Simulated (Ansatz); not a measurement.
A run of Ansatz 0.2.0:

input.yaml

```yaml
crystal:
  lattice:
    - [-1.894424, 1.916817, 1.7136]
    - [1.920878, -1.898096, 1.722231]
    - [1.913597, 1.917268, -1.692703]
  atoms:
    - { symbol: Sc, position: [-0.004264, -0.003282, -0.002025] }
hamiltonian:
  xc: revpbe
  pseudopotentials: { kind: nc, accuracy: stringent }
  dispersion: d3bjatm
kpoints:
  mp_grid: { grid: [8, 8, 7] }
scf:
  occupations: { method: tetrahedron }
  n_extra_bands: 6
output:
  forces: true
  stress: true
  dos: { projected: false, de: 0.05, nscf_kmesh: { grid: [12, 12, 11] } }
```

Potentials or basis: PseudoDojo stringent (PBE files).

Command:

```sh
$ ansatz run input.yaml --threads 2 --pin off --max-ram 5120MiB --backend cpu --events-out ev --progress --plain --runs-dir out
```

Hardware: 2 threads of Arm Neoverse V1 (shared host).

**Question.** How long does it take, and how much memory?

**Answer.** It took 13 s on 2 threads of Arm Neoverse V1, with other jobs on the host, peak memory 0.69 GiB. Counts: scf iterations 7, plane waves 1997, k points 226, bands 12.
